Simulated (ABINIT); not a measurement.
# CoO (I4/mmm) in ABINIT: single point with PBEsol

Aim: the single point of CoO with PBEsol.

All numbers are computed with ABINIT 10.8.3 (patched build); they aren't measurements. Logs are shortened: lines on timing, memory, paths and dates and some standing lists are left out, and cuts for length are marked. The log counts tension as positive stress, the text compression.

### Step 1. The cell of the first run

It takes space group I4/mmm (No. 139, tetragonal). The conventional cell has a = 3.094 Å, b = 3.094 Å, c = 4.324 Å, α = 90.00°, β = 90.00°, γ = 90.00°. Co (site symmetry 4/mmm) has 6 O at 2.16 to 2.19 Å as nearest neighbours. Around O (site symmetry 4/mmm) lie 6 Co at 2.16 to 2.19 Å.

### Step 2. Single point, PBEsol, collinear spin, ferromagnetic start (cell stretched)

Input file run.abi:

```
# Pseudopotentials
pp_dirpath "./"
pseudos "Co.upf, O.upf"

# Structure
acell 3*1.0
rprim
    -2.9237591040     2.9237591040     4.0856038638
     2.9237591040    -2.9237591040     4.0856038638
     2.9237591040     2.9237591040    -4.0856038638
ntypat 2
znucl 27 8
natom 2
typat 1 2
xred
     0.0000000000     0.0000000000     0.0000000000
     0.5000000000     0.5000000000     0.0000000000
chkprim 0
chksymtnons 0
tolsym 1.0e-6

# Plane-wave basis
ecut 1306.146540 eV

# k points
kptopt 1
ngkpt 9 9 9
nshiftk 1
shiftk 0.0 0.0 0.0

# Exchange and correlation
ixc -116133

# Bands and occupations
nband 16
occopt 3
tsmear 0.05 eV

# Spin
nsppol 2
spinat
     0.0000000000     0.0000000000     2.0000000000
     0.0000000000     0.0000000000     0.0000000000

# SCF cycle
nstep 100
tolvrs 1.0e-10

# Output
iomode 3
prtwf 0
prteig 0
prtebands 0
enunit 1
prtden 1
prtvha 1
prtvclmb 1
prtpot 1
```

Potentials or basis: PseudoDojo NC SR PBEsol v0.4.1 standard.

Started as:

```sh
$ mpirun --bind-to none -np 4 abinit run.abi > log 2>&1
```

run.abo:

```text
.Version 10.8.3 of ABINIT
 Symmetries : space group I4/m m m (#139); Bravais tI (body-center tetrag.)
================================================================================
 Values of the parameters that define the memory need of the present run
     intxc =       0    ionmov =       0      iscf =       7    lmnmax =       6
     lnmax =       6     mgfft =      40  mpssoang =       3    mqgrid =    3001
     natom =       2  nloc_mem =       1    nspden =       2   nspinor =       1
    nsppol =       2      nsym =      16    n1xccc =    2501    ntypat =       2
    occopt =       3   xclevel =       2
       mpw =        2240          nfft =       64000          nkpt =          75
================================================================================
================================================================================

--------------------------------------------------------------------------------
------------- Echo of variables that govern the present computation ------------
--------------------------------------------------------------------------------
 -outvars: echo values of preprocessed input variables --------
            acell      1.0000000000E+00  1.0000000000E+00  1.0000000000E+00 Bohr
              amu      5.89332000E+01  1.59994000E+01
          chkprim           0
      chksymtnons           0
             ecut      4.80000000E+01 Hartree
           enunit           1
                       outvar_i_n : Printing only first  50 k-points.
              ixc     -116133
                       outvar_i_n : Printing only first  50 k-points.
         kptrlatt        9    0    0      0    9    0      0    0    9
          kptrlen      5.23153933E+01
            natom           2
            nband          16
            ngfft          40      40      40
             nkpt          75
           nspden           2
           nsppol           2
            nstep         100
             nsym          16
           ntypat           2
                       prtocc : prtvol=0, do not print more k-points.
                       1.000000  1.000000  1.000000  1.000000  1.000000  1.000000
                       1.000000  1.000000  1.000000  1.000000  1.000000  1.000000
                       0.000000  0.000000  0.000000  0.000000
                       1.000000  1.000000  1.000000  1.000000  1.000000  1.000000
                       1.000000  1.000000  1.000000  1.000000  1.000000  1.000000
                       0.000000  0.000000  0.000000  0.000000
                       1.000000  1.000000  1.000000  1.000000  1.000000  1.000000
                       1.000000  1.000000  1.000000  1.000000  1.000000  1.000000
                       0.000000  0.000000  0.000000  0.000000
                       1.000000  1.000000  1.000000  1.000000  1.000000  1.000000
                       1.000000  1.000000  1.000000  1.000000  1.000000  1.000000
                       0.000000  0.000000  0.000000  0.000000
                       1.000000  1.000000  1.000000  1.000000  1.000000  1.000000
                       1.000000  1.000000  1.000000  1.000000  1.000000  1.000000
                       0.000000  0.000000  0.000000  0.000000
                       1.000000  1.000000  1.000000  1.000000  1.000000  1.000000
                       1.000000  1.000000  1.000000  1.000000  1.000000  1.000000
[... 118 lines left out ...]
                       1.000000  1.000000  1.000000  1.000000  1.000000  1.000000
                       1.000000  1.000000  1.000000  1.000000  1.000000  0.000000
                       0.000000  0.000000  0.000000  0.000000
                       1.000000  1.000000  1.000000  1.000000  1.000000  1.000000
                       1.000000  1.000000  1.000000  1.000000  1.000000  0.000000
                       0.000000  0.000000  0.000000  0.000000
                       1.000000  1.000000  1.000000  1.000000  1.000000  1.000000
                       1.000000  1.000000  1.000000  1.000000  1.000000  0.000000
                       0.000000  0.000000  0.000000  0.000000
                       1.000000  1.000000  1.000000  1.000000  1.000000  1.000000
                       1.000000  1.000000  1.000000  1.000000  1.000000  0.000000
                       0.000000  0.000000  0.000000  0.000000
                       1.000000  1.000000  1.000000  1.000000  1.000000  1.000000
                       1.000000  1.000000  1.000000  1.000000  1.000000  0.000000
                       0.000000  0.000000  0.000000  0.000000
                       prtocc : prtvol=0, do not print more k-points.
           occopt           3
        prtebands           0
           prteig           0
           prtpot           1
         prtvclmb           1
           prtvha           1
            prtwf           0
            rprim     -2.9237591040E+00  2.9237591040E+00  4.0856038638E+00
                       2.9237591040E+00 -2.9237591040E+00  4.0856038638E+00
                       2.9237591040E+00  2.9237591040E+00 -4.0856038638E+00
          spgroup         139
           spinat      0.0000000000E+00  0.0000000000E+00  2.0000000000E+00
                       0.0000000000E+00  0.0000000000E+00  0.0000000000E+00
           tolsym      1.00000000E-06
           tolvrs      1.00000000E-10
           tsmear      1.83746611E-03 Hartree
            typat      1  2
                       outvars : Printing only first  50 k-points.
           xangst      0.0000000000E+00  0.0000000000E+00  0.0000000000E+00
                       1.0296913533E-17  1.0296913533E-17  2.1620084560E+00
            xcart      0.0000000000E+00  0.0000000000E+00  0.0000000000E+00
                       1.9458346519E-17  1.9458346519E-17  4.0856038638E+00
[... 56 lines left out ...]
 ETOT  1  -168.99631419210    -1.690E+02 4.519E-01 6.349E+02 1.589E+00 1.589E+00
 ETOT  2  -168.56900590634     4.273E-01 1.189E-01 8.544E+03 7.748E-01 8.147E-01
 ETOT  3  -169.23789434154    -6.689E-01 1.792E-02 2.178E+02 1.232E+00 2.047E+00
 ETOT  4  -169.25796824478    -2.007E-02 1.024E-03 4.011E+01 1.919E-01 2.239E+00
 ETOT  5  -169.25979398137    -1.826E-03 7.108E-04 4.538E+01 1.770E-01 2.415E+00
 ETOT  6  -169.26387845230    -4.084E-03 3.490E-04 2.859E+00 1.939E-01 2.609E+00
 ETOT  7  -169.26378721133     9.124E-05 3.857E-05 4.860E+00 1.189E-02 2.598E+00
 ETOT  8  -169.26409626273    -3.091E-04 3.285E-05 5.338E-01 1.179E-02 2.590E+00
 ETOT  9  -169.26412976028    -3.350E-05 2.192E-05 1.054E-01 7.797E-03 2.589E+00
 ETOT 10  -169.26413183407    -2.074E-06 1.544E-05 7.869E-02 1.412E-03 2.588E+00
 ETOT 11  -169.26413680219    -4.968E-06 1.477E-05 1.431E-03 1.114E-03 2.589E+00
 ETOT 12  -169.26413685358    -5.140E-08 9.654E-06 9.212E-04 2.760E-04 2.589E+00
 ETOT 13  -169.26413691406    -6.048E-08 1.141E-05 3.307E-05 1.627E-04 2.589E+00
 ETOT 14  -169.26413691642    -2.360E-09 8.417E-06 8.344E-08 4.841E-05 2.589E+00
 ETOT 15  -169.26413691643    -7.446E-12 8.769E-06 1.795E-09 1.313E-06 2.589E+00
 ETOT 16  -169.26413691642     4.945E-12 7.999E-06 3.576E-10 3.121E-07 2.589E+00
 ETOT 17  -169.26413691643    -3.155E-12 6.701E-06 1.295E-11 1.120E-07 2.589E+00

 At SCF step   17       vres2   =  1.29E-11 < tolvrs=  1.00E-10 =>converged.

 Cartesian components of stress tensor (hartree/bohr^3)
  sigma(1 1)=  6.87865195E-04  sigma(3 2)=  0.00000000E+00
  sigma(2 2)=  6.87865195E-04  sigma(3 1)=  0.00000000E+00
  sigma(3 3)=  6.88807133E-04  sigma(2 1)=  0.00000000E+00

--- !ResultsGS
iteration_state: {dtset: 1, }
comment   : Summary of ground state results
lattice_vectors:
- [ -2.9237591,   2.9237591,   4.0856039, ]
- [  2.9237591,  -2.9237591,   4.0856039, ]
- [  2.9237591,   2.9237591,  -4.0856039, ]
lattice_lengths: [   5.81282,    5.81282,    5.81282, ]
lattice_angles: [119.605, 119.605,  90.686, ] # degrees, (23, 13, 12)
lattice_volume:   1.3970097E+02
convergence: {deltae: -3.155E-12, res2:  1.295E-11, residm:  6.701E-06, diffor: null, }
etotal    :  -1.69264137E+02
entropy   :   0.00000000E+00
fermie    :   2.88638724E-01
cartesian_stress_tensor: # hartree/bohr^3
- [  6.87865195E-04,   0.00000000E+00,   0.00000000E+00, ]
- [  0.00000000E+00,   6.87865195E-04,   0.00000000E+00, ]
- [  0.00000000E+00,   0.00000000E+00,   6.88807133E-04, ]
pressure_GPa:  -2.0247E+01
xred      :
- [  0.0000E+00,   0.0000E+00,   0.0000E+00, Co]
- [  5.0000E-01,   5.0000E-01,   6.6552E-18,  O]
cartesian_forces: # hartree/bohr
- [ -0.00000000E+00,  -0.00000000E+00,  -0.00000000E+00, ]
- [ -0.00000000E+00,  -0.00000000E+00,  -0.00000000E+00, ]
force_length_stats: {min:   0.00000000E+00, max:   0.00000000E+00, mean:   0.00000000E+00, }
...

 Integrated electronic and magnetization densities in atomic spheres:
 ------------------------------------------------------------------------------------------------------------
 Radius=ratsph(iatom), smearing ratsm=  0.0000. Diff(up-dn)=approximate z local magnetic moment.
    Atom    Radius    up_density   dn_density  Total(up+dn)  Diff(up-dn)
    1 Co   2.00000     8.784833     6.195968     14.980801     2.588866
    2  O   2.00000     3.240100     2.879391      6.119491     0.360710
 ------------------------------------------------------------------------------------------------------------
  Sum:                12.024934     9.075358     21.100292     2.949575
 Total magnetization (from the atomic spheres):                2.949575
 Total magnetization (exact up - dn):                          2.998751

================================================================================

 ----iterations are completed or convergence reached----

 Mean square residual over all n,k,spin=   75.148E-10; max=  67.014E-07
 reduced coordinates (array xred) for    2 atoms
       0.000000000000      0.000000000000      0.000000000000
       0.500000000000      0.500000000000      0.000000000000
 rms dE/dt=  0.0000E+00; max dE/dt=  0.0000E+00; dE/dt below (all hartree)
    1       0.000000000000      0.000000000000      0.000000000000
    2       0.000000000000      0.000000000000      0.000000000000

 cartesian coordinates (angstrom) at end:
    1      0.00000000000000     0.00000000000000     0.00000000000000
    2      0.00000000000000     0.00000000000000     2.16200845603347

 cartesian forces (hartree/bohr) at end:
    1     -0.00000000000000    -0.00000000000000    -0.00000000000000
    2     -0.00000000000000    -0.00000000000000    -0.00000000000000
 frms,max,avg= 0.0000000E+00 0.0000000E+00   0.000E+00  0.000E+00  0.000E+00 h/b

 cartesian forces (eV/Angstrom) at end:
    1     -0.00000000000000    -0.00000000000000    -0.00000000000000
    2     -0.00000000000000    -0.00000000000000    -0.00000000000000
 frms,max,avg= 0.0000000E+00 0.0000000E+00   0.000E+00  0.000E+00  0.000E+00 e/A
 length scales=  1.000000000000  1.000000000000  1.000000000000 bohr
              =  0.529177210544  0.529177210544  0.529177210544 angstroms
 Fermi (or HOMO) energy (eV) =   7.85426   Average Vxc (eV)= -12.72405
 Eigenvalues (   eV  ) for nkpt=  75  k points, SPIN UP:
 kpt#   1, nband= 16, wtk=  0.00137, kpt=  0.0000  0.0000  0.0000 (reduced coord)
 -88.61691  -52.12692  -52.07681  -52.07681  -11.80901    4.50082    4.50408    4.71628
   4.71628    4.80232    4.80874    4.84034    4.84034    8.31852   24.12330   25.14645
 prteigrs : prtvol=0 or 1, do not print more k-points.

 Eigenvalues (   eV  ) for nkpt=  75  k points, SPIN DOWN:
 kpt#   1, nband= 16, wtk=  0.00137, kpt=  0.0000  0.0000  0.0000 (reduced coord)
 -86.02882  -49.36561  -49.34968  -49.34968  -11.25049    5.42289    5.47505    5.47505
   6.87015    6.87015    6.91163    7.78490    7.79185    8.83659   24.04008   25.66063
 prteigrs : prtvol=0 or 1, do not print more k-points.

--- !EnergyTerms
iteration_state     : {dtset: 1, }
comment             : Components of total free energy in Hartree
kinetic             :  7.89936832603064E+01
hartree             :  4.68837836649793E+01
xc                  : -3.18905259580956E+01
Ewald energy        : -1.03945078333308E+02
psp_core            :  4.11959484789831E+00
local_psp           : -1.41618813728732E+02
non_local_psp       : -2.18055488068994E+01
internal            : -1.69262905053851E+02
'-kT*entropy'       : -1.23186257728353E-03
total_energy        : -1.69264136916428E+02
total_energy_eV     : -4.60591180722553E+03
band_energy         : -1.62017508128707E+01
...

 Cartesian components of stress tensor (hartree/bohr^3)
  sigma(1 1)=  6.87865195E-04  sigma(3 2)=  0.00000000E+00
  sigma(2 2)=  6.87865195E-04  sigma(3 1)=  0.00000000E+00
  sigma(3 3)=  6.88807133E-04  sigma(2 1)=  0.00000000E+00

-Cartesian components of stress tensor (GPa)         [Pressure= -2.0247E+01 GPa]
- sigma(1 1)=  2.02376927E+01  sigma(3 2)=  0.00000000E+00
- sigma(2 2)=  2.02376927E+01  sigma(3 1)=  0.00000000E+00
- sigma(3 3)=  2.02654055E+01  sigma(2 1)=  0.00000000E+00

== END DATASET(S) ==============================================================
================================================================================

 -outvars: echo values of variables after computation  --------
            acell      1.0000000000E+00  1.0000000000E+00  1.0000000000E+00 Bohr
           etotal     -1.6926413692E+02
            fcart     -0.0000000000E+00 -0.0000000000E+00 -0.0000000000E+00
                      -0.0000000000E+00 -0.0000000000E+00 -0.0000000000E+00
            rprim     -2.9237591040E+00  2.9237591040E+00  4.0856038638E+00
                       2.9237591040E+00 -2.9237591040E+00  4.0856038638E+00
                       2.9237591040E+00  2.9237591040E+00 -4.0856038638E+00
           strten      6.8786519461E-04  6.8786519461E-04  6.8880713268E-04
                       0.0000000000E+00  0.0000000000E+00  0.0000000000E+00
           xangst      0.0000000000E+00  0.0000000000E+00  0.0000000000E+00
                       1.0296913533E-17  1.0296913533E-17  2.1620084560E+00
             xred      0.0000000000E+00  0.0000000000E+00  0.0000000000E+00
                       5.0000000000E-01  5.0000000000E-01  6.6552495698E-18
 Calculation completed.
```

Run time: 76 s. Hardware: 4 MPI ranks of Arm Neoverse V1, shared host; peak memory 0.44 GiB.

Results:

```yaml
Free_energy: -4605.9118 eV
Pressure: -20.2 GPa
Band_gap_on_the_k_mesh: none (metal or under the smearing width)
Net_moment: 3.00 μB per cell
Site_moments: Co +2.59; O +0.36 μB
Valence_electrons_inside_the_program's_atomic_spheres: Co 14.98; O 6.12
```

Levels at points of the mesh, in eV from the Fermi level:
Spin up:
```
           k point  band 11  band 12  band 13  band 14  band 15  band 16
(0.00, 0.00, 0.00)    -3.05    -3.01    -3.01     0.46    16.27    17.29
```
Spin down:
| k point | band 7 | band 8 | band 9 | band 10 | band 11 | band 12 | band 13 | band 14 |
| --- | --- | --- | --- | --- | --- | --- | --- | --- |
| (0.00, 0.00, 0.00) | -2.38 | -2.38 | -0.98 | -0.98 | -0.94 | -0.07 | -0.06 | 0.98 |

Caveat: Libxc's GGAs can fail where the two spin gradients oppose each other; a cell with one magnetic atom can't hold antiferromagnetic order, which such compounds often take; semilocal functionals often make such compounds metallic where correlation or magnetic order opens a gap, which also shifts bond lengths.
